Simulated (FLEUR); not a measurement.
# Collinear magnetic orders of free-standing square Co monolayer, spacing 2.8 A with FLEUR

Wanted: the moments of free-standing square Co monolayer, spacing 2.8 A and the energy of each order that was tried.

Method: LDA (VWN); all-electron FLAPW film, Dirac cores, scalar-relativistic bands, in FLEUR MaX-R8.1.

## (1) The starting structure

The cell holds 1 atom: 1 Co. Cell: a = 2.800 Å, b = 2.800 Å, c = 14.000 Å, α = 90.0°, β = 90.0°, γ = 90.0°. Model lattice. Vacuum lies along c.

Coordinates:

```xyz
1
Lattice="2.8000 0.0000 0.0000 0.0000 2.8000 0.0000 0.0000 0.0000 14.0000" Properties=species:S:1:pos:R:3
Co    0.0000    0.0000    7.0000
```

## (2) Start 1: ferro +

The parallel start is the test of whether parallel moments hold.

inpgen writes inp.xml from crystal.txt; cutoffs, mixing, functional, smearing and local orbitals are then set in the file. The k list default-1 (kpts.xml, not shown) is a Γ-centred 10×10×1 mesh; where the ranks do not divide the number of points, some are split in two of half the weight.

File inp.xml:

```
<?xml version="1.0" encoding="UTF-8" standalone="no"?>
<fleurInput fleurInputVersion="0.39">
   <comment>
      Co
   </comment>
   <calculationSetup>
      <cutoffs Kmax="3.6" Gmax="10.8" GmaxXC="10.8" numbands="0"/>
      <scfLoop itmax="120" minDistance="0.00002" maxIterBroyd="15" imix="Anderson" alpha="0.03" precondParam="0.0" spinf="2.0" sdNocoIR="T"/>
      <coreElectrons ctail="T" frcor="F" kcrel="0" coretail_lmax="0"/>
      <xcFunctional name="vwn" relativisticCorrections="F"/>
      <magnetism jspins="2"/>
      <soc l_soc="F" theta="0.0" phi="0.0" spav="F"/>
      <expertModes spex="0" secvar="F"/>
      <geometryOptimization l_f="F" forcealpha="1.0" forcemix="BFGS" epsdisp="0.00001" epsforce="0.00001"/>
      <ldaU l_linMix="F" mixParam="0.05" spinf="1.0"/>
   </calculationSetup>
   <cell>
      <bzIntegration valenceElectrons="17.0" mode="hist" fermiSmearingEnergy="0.00183747">
         <kPointListSelection listName="default-1"/>
         <xi:include xmlns:xi="http://www.w3.org/2001/XInclude" href="kpts.xml"> </xi:include>
      </bzIntegration>
      <xi:include xmlns:xi="http://www.w3.org/2001/XInclude" href="sym.xml"> </xi:include>
      <filmLattice scale="1.0" dVac="5.82" dTilda="8.32">
         <bravaisMatrixFilm>
            <row-1>    5.2912331488799991     0.0000000000000000</row-1>
            <row-2>    0.0000000000000000     5.2912331488799991</row-2>
         </bravaisMatrixFilm>
         <vacuumEnergyParameters vacuum="1" spinUp="-.25" spinDown="-.25"/>
      </filmLattice>
   </cell>
   <atomSpecies>
      <species name="Cobalt (Co2.000" element="Co" atomicNumber="27">
         <mtSphere radius="2.51" gridPoints="829" logIncrement="0.015"/>
         <atomicCutoffs lmax="10" lnonsphr="8"/>
         <electronConfig flipSpins="F">
            <coreConfig>(1s1/2) (2s1/2) (2p1/2) (2p3/2)</coreConfig>
            <valenceConfig>(3s1/2) (3p1/2) (3p3/2) (4s1/2) (3d3/2) (3d5/2)</valenceConfig>
            <stateOccupation state="(3d3/2)" spinUp="1.5" spinDown="1.3"/>
            <stateOccupation state="(3d5/2)" spinUp="3.0" spinDown="1.2"/>
         </electronConfig>
         <energyParameters s="4" p="4" d="3" f="4"/>
         <lo type="SCLO" l="0" n="3" eDeriv="0"/>
         <lo type="SCLO" l="1" n="3" eDeriv="0"/>
      </species>
   </atomSpecies>
   <atomGroups>
      <atomGroup species="Cobalt (Co2.000">
         <filmPos label="                   1">.0000000000 .0000000000 .0000000000</filmPos>
         <force calculate="T" relaxXYZ="TTT"/>
      </atomGroup>
   </atomGroups>
   <output dos="F" band="F" slice="F">
      <bandDOS minEnergy="-.5*Htr" maxEnergy="0.5*Htr" sigma="0.015" storeEVData="T"/>
      <plotting iplot="0" polar="F">
         <plot TwoD="T" vec1="  1.0  0.0  0.0" vec2="  0.0  1.0  0.0" vec3="  0.0  0.0  1.0" zero="  0.0  0.0 -0.5" file="plot"/>
      </plotting>
      <moessbauerParams electricFieldGradient="F" isomerShift="F" coreHyperfine="F" valenceHyperfine="F"/>
   </output>
</fleurInput>
```

File crystal.txt:

```
Co
&input film=T cartesian=F /
2.80000000000  0.00000000000  0.00000000000
0.00000000000  2.80000000000  0.00000000000
0.00000000000  0.00000000000  1.00000000000
1.8897261246
1.0 1.0 1.0

1
27 0.00000000000  0.00000000000  0.00000000000 : 2.000

&kpt div1=10 div2=10 div3=1 gamma=T /
```

Started as:

```
$ OMP_NUM_THREADS=1 inpgen -f crystal.txt > inpgen.log  # inp.xml is then edited as shown
$ OMP_NUM_THREADS=1 mpirun -n 2 fleur_MPI > fleur.log
```

What it wrote:

```text
Welcome to FLEUR        (www.flapw.de)
      MaX-Release 8.1          (www.max-centre.eu)

 ========== k-point set info ==========
 Selected k-point list: default-1
 k-point list type: mesh
 0 x 0 x 0
 Number of k points: 22

 ------------Calculation Setup---------------------------
 Number of MPI-tasks      :            2
 Number of PE/node        :            2
 Number of OMP-threads    :            1
 k-points in parallel     :            2
 pe's per k-point         :            1
 No of k-point loops      :           11
 Eigenvalue solver        :       lapack
 Number of basis functions:          206
 Approximate size of matrices (H+S) per k-point:         0.001 GB
 --------------------------------------------------------
 Iteration:     1   Distance:      20.86818864 me/bohr^3
 Iteration:     2   Distance:      16.65436801 me/bohr^3
 Iteration:     3   Distance:       6.79168417 me/bohr^3
 Iteration:     4   Distance:       6.56086630 me/bohr^3
 Iteration:     5   Distance:       5.04031408 me/bohr^3
 Iteration:     6   Distance:       3.92470537 me/bohr^3
 Iteration:     7   Distance:       3.13000481 me/bohr^3
 Iteration:     8   Distance:       1.55621053 me/bohr^3
 Iteration:     9   Distance:       1.48198998 me/bohr^3
 Iteration:    10   Distance:       0.68188340 me/bohr^3
 Iteration:    11   Distance:       0.59943823 me/bohr^3
 Iteration:    12   Distance:       0.06804443 me/bohr^3
 Iteration:    13   Distance:       0.12927752 me/bohr^3
 Iteration:    14   Distance:       0.01418856 me/bohr^3
 Iteration:    15   Distance:       0.00683060 me/bohr^3
 Iteration:    16   Distance:       0.00676248 me/bohr^3
 Iteration:    17   Distance:       0.00573019 me/bohr^3
 Iteration:    18   Distance:       0.00361495 me/bohr^3
 Iteration:    19   Distance:       0.00072820 me/bohr^3
 Iteration:    20   Distance:       0.00072277 me/bohr^3
 Iteration:    21   Distance:       0.00029989 me/bohr^3
 Iteration:    22   Distance:       0.00007686 me/bohr^3
 Iteration:    23   Distance:       0.00007114 me/bohr^3
 Iteration:    24   Distance:       0.00000503 me/bohr^3

 ********************************************************************
 Run finished successfully
 Stop message:
   all done
 ********************************************************************

--- out.xml (last complete iteration) ---
<iteration numberForCurrentRun="   24" overallNumber="   24">
         <energyParameters units="Htr">
            <atomicEP atomType="1" spin="1" branch="4s" branchLowest="-3.68" branchHighest="0.81" value="-0.2308919973"/>
            <atomicEP atomType="1" spin="1" branch="4p" branchLowest="-2.34" branchHighest="1.33" value="-0.0746307596"/>
            <atomicEP atomType="1" spin="1" branch="3d" branchLowest="-9.99" branchHighest="-0.19" value="-0.2580682091"/>
            <atomicEP atomType="1" spin="1" branch="4f" branchLowest="-9.99" branchHighest="2.58" value="0.2567090180"/>
            <loAtomicEP atomType="1" spin="1" branch="3s" branchLowest="-32.87" branchHighest="-3.68" value="-3.6803772211"/>
            <loAtomicEP atomType="1" spin="1" branch="3p" branchLowest="-28.17" branchHighest="-2.34" value="-2.3461726960"/>
            <vacuumEP vacuum="1" spin="1" vzIR="-0.2127594760" vzInf="-0.0000234857" value="-0.2500234857"/>
            <atomicEP atomType="1" spin="2" branch="4s" branchLowest="-3.59" branchHighest="0.85" value="-0.2152039655"/>
            <atomicEP atomType="1" spin="2" branch="4p" branchLowest="-2.25" branchHighest="1.38" value="-0.0636060190"/>
            <atomicEP atomType="1" spin="2" branch="3d" branchLowest="-9.99" branchHighest="-0.11" value="-0.1872055174"/>
            <atomicEP atomType="1" spin="2" branch="4f" branchLowest="-9.99" branchHighest="2.62" value="0.2641720527"/>
            <loAtomicEP atomType="1" spin="2" branch="3s" branchLowest="-32.82" branchHighest="-3.59" value="-3.5935513004"/>
            <loAtomicEP atomType="1" spin="2" branch="3p" branchLowest="-28.14" branchHighest="-2.25" value="-2.2617928036"/>
            <vacuumEP vacuum="1" spin="2" vzIR="-0.2121048813" vzInf="-0.0000234857" value="-0.2500234857"/>
         </energyParameters>
         <bandgap value="0.0038957397" units="eV"/>
         <sumValenceSingleParticleEnergies value="-23.2699352198" units="Htr"/>
         <FermiEnergy value="-0.1834698373" units="Htr"/>
         <valenceDensity>
            <mtCharges spin="1">
               <mtCharge atomType="1" total="9.0298627" s="1.2502499" p="3.0726400" d="4.7031771" f="0.0027874"/>
            </mtCharges>
            <mtCharges spin="2">
               <mtCharge atomType="1" total="6.8332031" s="1.2151068" p="3.0669318" d="2.5481368" f="0.0022092"/>
            </mtCharges>
            <spinDependentCharge spin="1" total="9.5999747" interstitial="0.4960410" mtSpheres="9.0298627" vacuum1="0.0370355"/>
            <spinDependentCharge spin="2" total="7.4000255" interstitial="0.4887716" mtSpheres="6.8332031" vacuum1="0.0390254"/>
            <totalCharge value="17.0000001570"/>
         </valenceDensity>
         <coreStates atomType="     1" atomicNumber=" 27" spin="1" kinEnergy="    622.9556494671" eigValSum="   -395.6800367051" lostElectrons=" 0.000000">
            <state n="1" l="0" j="0.5" energy="-278.2814191603" weight="1.0000000000"/>
            <state n="2" l="0" j="0.5" energy="-32.8685708871" weight="1.0000000000"/>
            <state n="2" l="1" j="0.5" energy="-28.5387604406" weight="1.0000000000"/>
            <state n="2" l="1" j="1.5" energy="-27.9956431086" weight="2.0000000000"/>
         </coreStates>
         <coreStates atomType="     1" atomicNumber=" 27" spin="2" kinEnergy="    623.3504373831" eigValSum="   -395.5319473745" lostElectrons=" 0.000000">
            <state n="1" l="0" j="0.5" energy="-278.2808562100" weight="1.0000000000"/>
            <state n="2" l="0" j="0.5" energy="-32.8240679500" weight="1.0000000000"/>
            <state n="2" l="1" j="0.5" energy="-28.5050455490" weight="1.0000000000"/>
            <state n="2" l="1" j="1.5" energy="-27.9609888328" weight="2.0000000000"/>
         </coreStates>
         <allElectronCharges>
            <spinDependentCharge spin="1" total="14.5999747" interstitial="0.4960410" mtSpheres="14.0298627" vacuum1="0.0370355"/>
            <spinDependentCharge spin="2" total="12.4000255" interstitial="0.4887716" mtSpheres="11.8332031" vacuum1="0.0390254"/>
            <totalCharge value="27.0000001571"/>
         </allElectronCharges>
         <magneticMomentsInMTSpheres units="muBohr">
            <globalMagMoment atomType="1" vec="0.00000   0.00000   2.19666"/>
            <localMagMoment atomType="1" vec="0.00000   0.00000   2.19666"/>
         </magneticMomentsInMTSpheres>
         <moessbauerParams unitsHFF="kG" unitsIS="e/bohr^3" unitsEFG="Htr/bohr^2">
         </moessbauerParams>
         <totalEnergy value="    -1391.0295255315" units="Htr">
            <sumOfEigenvalues value="     -814.4819192994">
               <coreElectrons value="-791.2119840796"/>
               <valenceElectrons value="-23.2699352198"/>
            </sumOfEigenvalues>
            <densityCoulombPotentialIntegral value="-2149.5005928675"/>
            <densityEffectivePotentialIntegral value="-2225.1935027412"/>
            <chargeDenXCDenIntegral value="-57.1776542445"/>
            <FockExchangeEnergyValence value="0.0000000000"/>
            <FockExchangeEnergyCore value="0.0000000000"/>
            <atomTypeDependentContributions atomType="1">
               <electronNucleiInteractionDifferentMTs value="1665.2957101932"/>
               <MadelungTerm value="-4.5174481019"/>
            </atomTypeDependentContributions>
            <tkbTimesEntropy value="0.0011778215"/>
            <freeEnergy value="-1391.0307033529"/>
            <extrapolationTo0K value="-1391.0301144422"/>
         </totalEnergy>
         <densityConvergence units="me/bohr^3">
            <chargeDensity spin="1" distance="0.0000018550"/>
            <chargeDensity spin="2" distance="0.0000038724"/>
            <overallChargeDensity distance="0.0000033993"/>
            <spinDensity distance="0.0000050316"/>
         </densityConvergence>
      </iteration>
```

Elapsed: 16 s, on 2 MPI ranks of Arm Neoverse V1, shared host; peak memory 0.12 GiB; 32 s of CPU time.

This step gave:

| Item | Value |
| --- | --- |
| free energy | -37851.8737 eV |
| program's band gap on this mesh (in a metal only a level spacing) | 0.003896 eV |
| magnetization | 2.200 μB |
| final state | ferromagnetic |
| largest moment | 2.197 μB |

After 24 cycles the largest moment stands at 2.20 μB.

## (3) Start 2: antiferro q=(0,1/2,0) +-

Another pattern of signs weighs the neighbour shells otherwise.

This order needs a doubled cell of 2 atoms. The mesh is halved along the doubled vector, so that both cells sample the same points. The k list default-1 (kpts.xml, not shown) is a Γ-centred 10×5×1 mesh.

Changes to inp.xml since step 2:

```diff
@@ -17,3 +17,3 @@
    <cell>
-      <bzIntegration valenceElectrons="17.0" mode="hist" fermiSmearingEnergy="0.00183747">
+      <bzIntegration valenceElectrons="34.0" mode="hist" fermiSmearingEnergy="0.00183747">
          <kPointListSelection listName="default-1"/>
@@ -25,3 +25,3 @@
             <row-1>    5.2912331488799991     0.0000000000000000</row-1>
-            <row-2>    0.0000000000000000     5.2912331488799991</row-2>
+            <row-2>    0.0000000000000000    10.5824662977599981</row-2>
          </bravaisMatrixFilm>
@@ -44,2 +44,15 @@
       </species>
+      <species name="Cobalt (Co-2.000" element="Co" atomicNumber="27">
+         <mtSphere radius="2.51" gridPoints="829" logIncrement="0.015"/>
+         <atomicCutoffs lmax="10" lnonsphr="8"/>
+         <electronConfig flipSpins="F">
+            <coreConfig>(1s1/2) (2s1/2) (2p1/2) (2p3/2)</coreConfig>
+            <valenceConfig>(3s1/2) (3p1/2) (3p3/2) (4s1/2) (3d3/2) (3d5/2)</valenceConfig>
+            <stateOccupation state="(3d3/2)" spinUp="1.3" spinDown="1.5"/>
+            <stateOccupation state="(3d5/2)" spinUp="1.2" spinDown="3.0"/>
+         </electronConfig>
+         <energyParameters s="4" p="4" d="3" f="4"/>
+         <lo type="SCLO" l="0" n="3" eDeriv="0"/>
+         <lo type="SCLO" l="1" n="3" eDeriv="0"/>
+      </species>
    </atomSpecies>
@@ -48,2 +61,6 @@
          <filmPos label="                   1">.0000000000 .0000000000 .0000000000</filmPos>
+         <force calculate="T" relaxXYZ="TTT"/>
+      </atomGroup>
+      <atomGroup species="Cobalt (Co-2.000">
+         <filmPos label="                   2">.0000000000 1.000/2.000 .0000000000</filmPos>
          <force calculate="T" relaxXYZ="TTT"/>
```

File crystal.txt:

```
Co
&input film=T cartesian=F /
2.80000000000  0.00000000000  0.00000000000
0.00000000000  5.60000000000  0.00000000000
0.00000000000  0.00000000000  1.00000000000
1.8897261246
1.0 1.0 1.0

2
27 0.00000000000  0.00000000000  0.00000000000 : 2.000
27 0.00000000000  0.50000000000  0.00000000000 : -2.000

&kpt div1=10 div2=5 div3=1 gamma=T /
```

What it wrote:

```text
[banner, memory and clock lines left out]
Welcome to FLEUR        (www.flapw.de)
      MaX-Release 8.1          (www.max-centre.eu)

 ========== k-point set info ==========
 Selected k-point list: default-1
 k-point list type: mesh
 10 x 5 x 1
 Number of k points: 18

 ------------Calculation Setup---------------------------
 Number of PE/node        :            2
 Number of OMP-threads    :            1
 k-points in parallel     :            2
 pe's per k-point         :            1
 No of k-point loops      :            9
 Eigenvalue solver        :       lapack
 Number of basis functions:          390
 Approximate size of matrices (H+S) per k-point:         0.002 GB
 Iteration:     1   Distance:      23.05295855 me/bohr^3
 Iteration:     2   Distance:      18.82951177 me/bohr^3
 Iteration:     3   Distance:       6.36538275 me/bohr^3
 Iteration:     4   Distance:       5.57720366 me/bohr^3
 Iteration:     5   Distance:       3.68610552 me/bohr^3
 Iteration:     6   Distance:       3.00201210 me/bohr^3
 Iteration:     7   Distance:       1.80999568 me/bohr^3
 Iteration:     8   Distance:       1.80444271 me/bohr^3
 Iteration:     9   Distance:       1.14009019 me/bohr^3
 Iteration:    10   Distance:       1.06471524 me/bohr^3
[... 22 iterations left out ...]
 Iteration:    33   Distance:       0.00062645 me/bohr^3
 Iteration:    34   Distance:       0.00024216 me/bohr^3
 Iteration:    35   Distance:       0.00014125 me/bohr^3
 Iteration:    36   Distance:       0.00012665 me/bohr^3
 Iteration:    37   Distance:       0.00009480 me/bohr^3
 Iteration:    38   Distance:       0.00008838 me/bohr^3
 Iteration:    39   Distance:       0.00007393 me/bohr^3
 Iteration:    40   Distance:       0.00006597 me/bohr^3
 Iteration:    41   Distance:       0.00004494 me/bohr^3
 Iteration:    42   Distance:       0.00001945 me/bohr^3

 ********************************************************************
 Run finished successfully
 Stop message:
   all done
 ********************************************************************

--- out.xml (last complete iteration) ---
<iteration numberForCurrentRun="   42" overallNumber="   42">
         [... left out ...]
         <bandgap value="0.0000021040" units="eV"/>
         <sumValenceSingleParticleEnergies value="-46.2414845433" units="Htr"/>
         <FermiEnergy value="-0.1794367611" units="Htr"/>
         <valenceDensity>
            <mtCharges spin="1">
               <mtCharge atomType="1" total="8.9739241" s="1.2461954" p="3.0754410" d="4.6486850" f="0.0027141"/>
               <mtCharge atomType="2" total="6.9027131" s="1.2167696" p="3.0600190" d="2.6224422" f="0.0025377"/>
            </mtCharges>
            <mtCharges spin="2">
               <mtCharge atomType="1" total="6.9027126" s="1.2167696" p="3.0600190" d="2.6224416" f="0.0025377"/>
               <mtCharge atomType="2" total="8.9739237" s="1.2461954" p="3.0754410" d="4.6486847" f="0.0027141"/>
            </mtCharges>
            <spinDependentCharge spin="1" total="17.0000005" interstitial="0.9743282" mtSpheres="15.8766372" vacuum1="0.0745176"/>
            <spinDependentCharge spin="2" total="16.9999998" interstitial="0.9743282" mtSpheres="15.8766363" vacuum1="0.0745176"/>
            <totalCharge value="34.0000003122"/>
         </valenceDensity>
         [... left out ...]
         <magneticMomentsInMTSpheres units="muBohr">
            <globalMagMoment atomType="1" vec="0.00000   0.00000   2.07121"/>
            <localMagMoment atomType="1" vec="0.00000   0.00000   2.07121"/>
            <globalMagMoment atomType="2" vec="0.00000   0.00000  -2.07121"/>
            <localMagMoment atomType="2" vec="0.00000   0.00000  -2.07121"/>
         </magneticMomentsInMTSpheres>
         [... left out ...]
         <totalEnergy value="    -2782.0430534486" units="Htr">
            <sumOfEigenvalues value="    -1628.4717032828">
               <coreElectrons value="-1582.2302187395"/>
               <valenceElectrons value="-46.2414845433"/>
            </sumOfEigenvalues>
            <densityCoulombPotentialIntegral value="-4298.5373835366"/>
            <densityEffectivePotentialIntegral value="-4449.9326479618"/>
            <chargeDenXCDenIntegral value="-114.3627864285"/>
            <FockExchangeEnergyValence value="0.0000000000"/>
            <FockExchangeEnergyCore value="0.0000000000"/>
         [... left out ...]
            <tkbTimesEntropy value="0.0044465443"/>
            <freeEnergy value="-2782.0474999929"/>
            <extrapolationTo0K value="-2782.0452767207"/>
         </totalEnergy>
         <densityConvergence units="me/bohr^3">
            <chargeDensity spin="1" distance="0.0000120162"/>
            <chargeDensity spin="2" distance="0.0000141779"/>
            <overallChargeDensity distance="0.0000194514"/>
            <spinDensity distance="0.0000176762"/>
         </densityConvergence>
      </iteration>
```

Elapsed: 75 s, on 2 MPI ranks; peak memory 0.21 GiB; 2.5 min of CPU time.

This step gave:

```yaml
free_energy: -75703.3691 eV
program_s_band_gap_on_this_mesh_in_a_metal_only_a_level_spacing: 2.10e-6 eV
magnetization: 0 μB
final_state: antiferromagnetic
largest_moment: 2.071 μB
```

It lies 189 meV a seeded atom over the first start, and its largest moment is 2.07 μB against 2.20 μB.

(Part 1 of 2 ends here.)

[Logs and program files are shortened in this print: banners, set-up blocks, solver, clock and traceback lines can be left out without a mark of their own.]

[Logs are printed without paths, hosts, clocks, repeated set-up lines and the standing remarks that a program may print on its own settings, such as how far it seeks lower states.]

[Hosts, paths, dates, database ids (printed as entryN), source tags and the programs' standing remarks are cut or masked in the printed files.]

[Where a cell is said to come from a database of computed structures, the database is the Materials Project.]
